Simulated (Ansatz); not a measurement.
Born–Oppenheimer molecular dynamics of a periodic cell of 17 atoms, Cr16H (host Cr, host structure bcc, interstitial H). It goes on from the last frame of an earlier run, with new velocities.

Computed with DFT PBE, scalar-relativistic, plane waves, PAW in Ansatz 0.2.0. Settings: accuracy low, cutoff 420 eV, k mesh 2x2x2, fermi-dirac smearing 0.05 eV, spin collinear.

| Property | Result |
| --- | --- |
| ensemble | NVT, Langevin thermostat |
| time step | 0.5 fs |
| steps asked | 80 |
| set temperature | 840 K |
| friction | 0.02 /fs |
| seed | 557890 |

First frame:

```xyz
17
Lattice="5.7600 0.0000 0.0000 0.0000 5.7600 0.0000 0.0000 0.0000 5.7600" Properties=species:S:1:pos:R:3
Cr -0.045 -0.013 -0.046
Cr 2.855 0.018 -0.066
Cr 0.073 2.938 0.050
Cr 0.134 0.035 2.930
Cr 1.377 1.437 1.423
Cr 2.912 2.892 0.068
Cr 2.758 -0.017 2.846
Cr 4.304 1.383 1.503
Cr 0.104 2.866 2.894
Cr 1.433 4.258 1.406
Cr 1.383 1.329 4.345
Cr 2.831 2.757 3.010
Cr 4.309 4.394 1.307
Cr 4.369 1.371 4.408
Cr 1.504 4.255 4.299
Cr 4.374 4.330 4.257
H 4.405 3.443 2.852
```

Q: What does the run give?

A: All steps were run.

```json
{
  "steps done": "80",
  "time covered": "40 fs",
  "mean temperature over the second half": "610 K",
  "spread of the potential energy over the second half": "6.4 meV per atom",
  "mean potential energy of the second half above the start": "35.0 meV per atom"
}
```

The mean temperature of the second half is 27 % below the set value. A run of 0.04 ps of so small a system gives no equilibrium averages. Limits of this set-up: coarse k mesh, low accuracy level.

Q: What happens to the structure?

A: Mean squared displacements from the first frame to the last, about the centre of mass: Cr 0.02 Å², H 0.85 Å². Another seed would give other details.

Q: How do temperature and energy run in time?

A: 
```csv
time (fs),T (K),potential energy less start (eV)
0.0,791,0.000
3.0,750,-0.065
6.0,741,0.010
9.0,681,0.169
12.0,590,0.228
15.0,574,0.291
18.0,551,0.462
21.0,542,0.468
24.0,532,0.528
27.0,608,0.517
30.0,629,0.516
33.0,679,0.617
36.0,605,0.759
39.0,657,0.756
```

The run took 27 min on 2 threads of Arm Neoverse V2 (shared host), peak memory 0.91 GiB.
